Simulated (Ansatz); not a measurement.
Here is an Ansatz 0.2.0 calculation.

Contents of input.yaml:

```yaml
crystal:
  lattice:
    - [2.809662, 0.0, 0.0]
    - [0.0, 4.86387, 0.0]
    - [0.0, 0.0, 4.923695]
  atoms:
    - { symbol: W, position: [0.804038, 0.929126, 0.751508] }
    - { symbol: W, position: [0.211697, 0.438194, 0.761377] }
    - { symbol: W, position: [0.217005, 0.05754, 0.247906] }
    - { symbol: W, position: [0.81267, 0.561354, 0.251297] }
hamiltonian:
  xc: pbe
  pseudopotentials: { kind: paw }
kpoints:
  mp_grid: { grid: [9, 6, 6] }
scf:
  occupations: { method: fermi_dirac, width: 0.05 }
output:
  forces: true
  stress: true
  eigenvalues: true
```

Potentials or basis: Ansatz PAW.

Run with:

```sh
$ ansatz run input.yaml --threads 2 --pin off --max-ram 5120MiB --backend cpu --events-out ev --progress --plain --runs-dir out
```

Question: What does it give for the pressure?

Answer: -2.0 GPa.

Question: Predict the largest force.

Answer: 0.810 eV/Å.

Question: What does it give for the band gap on the k mesh?

Answer: None (metal or under the smearing width).

Forces in eV/Å, atoms in the order of the input:
```
W   -0.049  0.539 -0.231
W    0.203 -0.464 -0.632
W    0.076  0.186  0.406
W   -0.230 -0.262  0.458
```

Spin-orbit coupling is left out, which matters for the levels of W.
